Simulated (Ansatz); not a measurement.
TiO2 (Anatase):

```
CELL_PARAMETERS angstrom
-1.89210 1.89210 4.75730
1.89210 -1.89210 4.75730
1.89210 1.89210 -4.75730
ATOMIC_POSITIONS crystal
Ti 0.75000 0.25000 0.50000
Ti 0.00000 0.00000 0.00000
O 0.79190 0.79190 0.00000
O 0.54190 0.04190 0.50000
O 0.95810 0.45810 0.50000
O 0.20810 0.20810 0.00000
```

* Program: Ansatz 0.2.0
* Task: relaxation of cell and atoms
* Functional: PBEsol
* Dispersion: D3(BJ)
* Potentials or basis: Ansatz PAW
* Cutoff: 420 eV (not typed: the program's choice for these potentials)
* k mesh: 10 × 10 × 10
* Occupations: fermi-dirac, width 0.05 eV
* Spin: no spin polarisation

At the start: volume 11.35 Å³/atom.

Question: Where does the relaxation end?

Answer: It ends after 7 steps and the volume is 11.14 Å³/atom (-1.9 %); space group I4_1/amd (No. 141, to 0.05 Å).

The path:
```tsv
step	energy change (eV)	largest force (eV/Å)	volume (Å³)
1	0.0000	0.0112	68.13
2	-0.0172	0.0186	67.26
3	-0.0204	0.0125	66.87
4	-0.0204	0.0002	66.88
5	-0.0152	0.0004	66.88
6	-0.0155	0.0002	66.83
7	-0.0153	0.0002	66.83
```

Final structure:
```
CELL_PARAMETERS angstrom
-1.88091 1.88091 4.72265
1.88091 -1.88091 4.72265
1.88091 1.88091 -4.72265
ATOMIC_POSITIONS crystal
Ti 0.75000 0.25000 0.50000
Ti 0.00000 0.00000 0.00000
O 0.79109 0.79109 0.00000
O 0.54109 0.04109 0.50000
O 0.95891 0.45891 0.50000
O 0.20891 0.20891 0.00000
```

Caveat: the plane-wave basis is chosen anew once the cell has moved, so the energies of steps on either side of that aren't comparable; the pressure holds a Pulay correction of +0.7 GPa for the finite cutoff; the PAW data sets come from PBE, with cores solved anew for the run's functional, which leaves a small shift of forces and pressure.
